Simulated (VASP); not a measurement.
# MgS (F-43m) in VASP: notebook, part 2 of 2

VASP 6.6.1. Earlier steps stand in the parts before.

### 3 Single point, LDA

Contents of INCAR:

```
PREC = Accurate ; ENCUT = 450
EDIFF = 1E-4 ; ISMEAR = 0
SIGMA = 0.05 ; LREAL = False
LASPH = True ; NELM = 100
ALGO = Normal ; ISIF = 2
LWAVE = False ; LCHARG = False
ADDGRID = False
```

Contents of KPOINTS:

```
Automatic mesh
0
Gamma
  5 5 5
```

Contents of POSCAR:

```
MgS
1.0
    0.0000000000      2.8331200468      2.8331200468
    2.8331200468      0.0000000000      2.8331200468
    2.8331200468      2.8331200468      0.0000000000
S Mg
1 1
Direct
    0.2500000000      0.2500000000      0.2500000000
    0.0000000000      0.0000000000      0.0000000000
```

Potentials or basis: VASP PAW LDA potentials, release 64 (S, Mg).

Command:

```bash
cat potpaw_LDA.64/S/POTCAR potpaw_LDA.64/Mg/POTCAR > POTCAR
mpirun -np 1 vasp_std > vasp.out
```

OUTCAR:

```text
PREC = Accurate
   ENCUT = 450
   EDIFF = 1E-4
   ISMEAR = 0
   LREAL = False
   LASPH = True
   NELM = 100
   ISIF = 2

 Found     10 irreducible k-points:

 Following reciprocal coordinates:
            Coordinates               Weight
  0.000000  0.000000  0.000000      1.000000
  0.200000  0.000000  0.000000      8.000000
  0.400000  0.000000  0.000000      8.000000
  0.200000  0.200000  0.000000      6.000000
  0.400000  0.200000  0.000000     24.000000
 -0.400000  0.200000  0.000000     24.000000
   k-points           NKPTS =     10   k-points in BZ     NKDIM =     10   number of bands    NBANDS=      8
   number of dos      NEDOS =    301   number of ions     NIONS =      2
   total plane-waves  NPLWV =  21952
   dimension x,y,z NGX =    28 NGY =   28 NGZ =   28
   dimension x,y,z NGXF=    56 NGYF=   56 NGZF=   56
   ions per type =               1   1
   NGX,Y,Z   is equivalent  to a cutoff of  11.62, 11.62, 11.62 a.u.
   NGXF,Y,Z  is equivalent  to a cutoff of  23.24, 23.24, 23.24 a.u.
 SYSTEM =  unknown system
   PREC   = accura    normal or accurate (medium, high low for compatibility)
   ISTART =      0    job   : 0-new  1-cont  2-samecut
   ICHARG =      2    charge: 1-file 2-atom 10-const
   ISPIN  =      1    spin polarized calculation?
   LNONCOLLINEAR =      F non collinear calculations
   LSORBIT =      F    spin-orbit coupling
   LASPH  =      T    aspherical Exc in radial PAW
   ENCUT  =  450.0 eV  33.07 Ry    5.75 a.u.   6.93  6.93  6.93*2*pi/ulx,y,z
   NELM   =    100;   NELMIN=  2; NELMDL= -5     # of ELM steps
   EDIFF  = 0.1E-03   stopping-criterion for ELM
   LREAL  =      F    real-space projection
   EDIFFG = 0.1E-02   stopping-criterion for IOM
   NSW    =      0    number of steps for IOM
   IBRION =     -1    ionic relax: 0-MD 1-quasi-New 2-CG
   NFREE  =      0    steps in history (QN), initial steepest desc. (CG)
   ISIF   =      2    stress and relaxation
   ISYM   =      2    0-nonsym 1-usesym 2-fastsym
   POTIM  = 0.5000    time-step for ionic-motion
   TEBEG  =    0.0;   TEEND  =   0.0 temperature during run
   PSTRESS=    0.0 pullay stress
   NELECT =       8.0000    total number of electrons
   NUPDOWN=      -1.0000    fix difference up-down
   EMIN   =  10.00;   EMAX   =-10.00  energy-range for DOS
   EFERMI =   0.00;   METHOD = LEGACY
   ISMEAR =     0;   SIGMA  =   0.05  broadening in eV -4-tet -1-fermi 0-gaus
   EFERMI_NEDOS =   21; number of points for ismear=-14 and -15
   IALGO  =     38    algorithm
   IMIX   =      4    mixing-type and parameters
     AMIX     =   0.40;   BMIX     =  1.00
     AMIX_MAG =   1.60;   BMIX_MAG =  1.00
  volume/ion in A,a.u.               =      22.74       153.46
  Fermi-wavevector in a.u.,A,eV,Ry     =   0.917269  1.733386 11.447692  0.841382
  Thomas-Fermi vector in A             =   2.042218
   LORBIT       =      0    0 simple, 1 ext, 2 COOP (PROOUT), +10 PAW based schemes
   GGA     = CA    functional components
   LHFCALC =     F    Hartree Fock is set to
   AEXX    =    0.0000 exact exchange contribution
   IVDW    =     0    specifies the selected vdW correction
   LEPSILON=     F    determine dielectric tensor
   LRPA    =     F    only Hartree local field effects (RPA)
 non-spin polarized calculation
 Gauss-broadening in eV      SIGMA  =   0.05
  energy-cutoff  :      450.00
  volume of cell :       45.48
 maximum number of plane-waves:       990
   NGX = 13   NGY = 13   NGZ = 13

 number of electron       8.0000001 magnetization

 Free energy of the ion-electron system (eV)
  ---------------------------------------------------
  ext. energy  EPLUGINS =         0.00000000
  ---------------------------------------------------
  free energy    TOTEN  =        -9.37467633 eV

  energy without entropy =       -9.37467633  energy(sigma->0) =       -9.37467633

 E-fermi :   1.1498     XC(G=0):  -8.7528

 val. band max:        0.8807356786   @ k =   0.0000   0.0000   0.0000
 cond. band min:       4.0620040284   @ k =   0.0000   0.0000   0.0000
 fundamental gap:      3.1812683498
 Fermi energy:         1.1497628759

 k-point     1 :       0.0000    0.0000    0.0000
  band No.  band energies     occupation
      1     -10.3499      2.00000
      2       0.8807      2.00000
      3       0.8807      2.00000
      4       0.8807      2.00000
      5       4.0620      0.00000
      6       8.6406      0.00000
      7       8.6406      0.00000
      8       8.6406      0.00000
[... 45 lines left out ...]
 k-point     6 :      -0.4000    0.2000    0.0000
  band No.  band energies     occupation
      1      -9.5618      2.00000
      2      -1.9890      2.00000
      3      -0.4328      2.00000
      4       0.3702      2.00000
      5       6.5059      0.00000
      6       7.4651      0.00000
      7       9.2410      0.00000
      8       9.5413      0.00000

 [... further k-points ...]

------------------------ aborting loop because EDIFF is reached ----------------------------------------

  FORCE on cell =-STRESS in cart. coord.  units (eV):
  Direction    XX          YY          ZZ          XY          YZ          ZX
  --------------------------------------------------------------------------------------
  -------------------------------------------------------------------------------------
  Total       -0.6896474     -0.6896474     -0.6896474      0.0000000      0.0000000     -0.0000000
  in kB      -24.2947693    -24.2947693    -24.2947693      0.0000000      0.0000000     -0.0000000
  external PRESSURE =     -24.2947693 kB  Pullay stress =       0.0000000 kB

 VOLUME and BASIS-vectors are now :
 -----------------------------------------------------------------------------
  energy-cutoff  :      450.00
  volume of cell :       45.48
      direct lattice vectors                 reciprocal lattice vectors
     0.000000000  2.833120047  2.833120047    -0.176483874  0.176483874  0.176483874
     2.833120047  0.000000000  2.833120047     0.176483874 -0.176483874  0.176483874
     2.833120047  2.833120047  0.000000000     0.176483874  0.176483874 -0.176483874

 POSITION                                       TOTAL-FORCE (eV/Angst)
 -----------------------------------------------------------------------------------
      1.41656      1.41656      1.41656         0.000000      0.000000      0.000000
      0.00000      0.00000      0.00000        -0.000000     -0.000000     -0.000000
 -----------------------------------------------------------------------------------
    total drift:                                0.000000      0.000000      0.000000

  FREE ENERGIE OF THE ION-ELECTRON SYSTEM (eV)
  ---------------------------------------------------
  free  energy   TOTEN  =        -9.3746763292 eV

  energy  without entropy=       -9.3746763292  energy(sigma->0) =       -9.37467633
```

OSZICAR:

```text
N       E                     dE             d eps       ncg     rms          rms(c)
DAV:   1     0.229195458749E+02    0.22920E+02   -0.33506E+03   160   0.705E+02
DAV:   2    -0.868064725309E+01   -0.31600E+02   -0.31600E+02   224   0.104E+02
DAV:   3    -0.993183825282E+01   -0.12512E+01   -0.12512E+01   184   0.284E+01
DAV:   4    -0.993778236327E+01   -0.59441E-02   -0.59441E-02   272   0.232E+00
DAV:   5    -0.993778601958E+01   -0.36563E-05   -0.36563E-05   192   0.556E-02    0.402E+00
DAV:   6    -0.943179378463E+01    0.50599E+00   -0.14920E+00   168   0.564E+00    0.310E+00
DAV:   7    -0.937955997029E+01    0.52234E-01   -0.23272E-01   184   0.233E+00    0.218E+00
DAV:   8    -0.937504172268E+01    0.45182E-02   -0.10116E-02   184   0.832E-01    0.892E-01
DAV:   9    -0.937464159896E+01    0.40012E-03   -0.99059E-04   184   0.210E-01    0.336E-01
DAV:  10    -0.937467632921E+01   -0.34730E-04   -0.42455E-05    88   0.431E-02
   1 F= -.93746763E+01 E0= -.93746763E+01  d E =-.180994E-15
```

It took 3 s on 1 thread of Intel Xeon Platinum 8488C (Sapphire Rapids), shared host; peak memory 0.13 GiB.

The run converged, but some of its settings lie outside the range that counts as converged, so its numbers aren't taken as properties of the crystal.

What came out:

| Property | Result |
| --- | --- |
| Free energy | -9.3747 eV |
| Pressure | -2.4 GPa |
| Band gap on the k mesh | 3.18 eV, direct |

### 4 Single point, LDA

INCAR is that of step 3.

KPOINTS is that of step 3.

Contents of POSCAR:

```
MgS
1.0
    0.0000000000      2.8331200468      2.8331200468
    2.8331200468      0.0000000000      2.8331200468
    2.8331200468      2.8331200468      0.0000000000
S Mg
1 1
Direct
    0.2346630000      0.2748010000      0.2357280000
   -0.0216520000      0.0237760000     -0.0317750000
```

Potentials or basis: VASP PAW LDA potentials, release 64 (S, Mg).

Command:

```bash
cat potpaw_LDA.64/S/POTCAR potpaw_LDA.64/Mg/POTCAR > POTCAR
mpirun -np 1 vasp_std > vasp.out
```

OUTCAR:

```text
PREC = Accurate
   ENCUT = 450
   EDIFF = 1E-4
   ISMEAR = 0
   LREAL = False
   LASPH = True
   NELM = 100
   ISIF = 2

 Found     63 irreducible k-points:

 Following reciprocal coordinates:
            Coordinates               Weight
  0.000000  0.000000  0.000000      1.000000
  0.200000  0.000000  0.000000      2.000000
  0.000000  0.200000  0.000000      2.000000
  0.000000  0.000000  0.200000      2.000000
  0.200000  0.200000  0.200000      2.000000
  0.400000  0.000000  0.000000      2.000000
   k-points           NKPTS =     63   k-points in BZ     NKDIM =     63   number of bands    NBANDS=      8
[... 142 lines left out ...]

  FORCE on cell =-STRESS in cart. coord.  units (eV):
  Direction    XX          YY          ZZ          XY          YZ          ZX
  --------------------------------------------------------------------------------------
  -------------------------------------------------------------------------------------
  Total       -0.6420917     -0.6586298     -0.6203289     -0.0614868     -0.2707473     -0.3578619
  in kB      -22.6194854    -23.2020862    -21.8528283     -2.1660466     -9.5378348    -12.6066915
  external PRESSURE =     -22.5581333 kB  Pullay stress =       0.0000000 kB

 VOLUME and BASIS-vectors are now :
 -----------------------------------------------------------------------------
  energy-cutoff  :      450.00
  volume of cell :       45.48
      direct lattice vectors                 reciprocal lattice vectors
     0.000000000  2.833120047  2.833120047    -0.176483874  0.176483874  0.176483874
     2.833120047  0.000000000  2.833120047     0.176483874 -0.176483874  0.176483874
     2.833120047  2.833120047  0.000000000     0.176483874  0.176483874 -0.176483874

 POSITION                                       TOTAL-FORCE (eV/Angst)
 -----------------------------------------------------------------------------------
      1.44639      1.33267      1.44337        -0.256825     -0.341197     -0.046512
      2.81046      5.51487      2.83914         0.256825      0.341197      0.046512
 -----------------------------------------------------------------------------------
    total drift:                               -0.000378     -0.000449     -0.000104

  FREE ENERGIE OF THE ION-ELECTRON SYSTEM (eV)
  ---------------------------------------------------
  free  energy   TOTEN  =        -9.3553573451 eV

  energy  without entropy=       -9.3553573451  energy(sigma->0) =       -9.35535735
```

It took 8.3 s on 1 thread of Intel Xeon Platinum 8488C (Sapphire Rapids), shared host; peak memory 0.15 GiB.

These settings aren't checked as converged: the numbers below hold their error.

Results:

```
Free energy            : -9.3554 eV
Pressure               : -2.3 GPa
Largest force          : 0.430 eV/Å
Band gap on the k mesh : 3.06 eV, direct
```
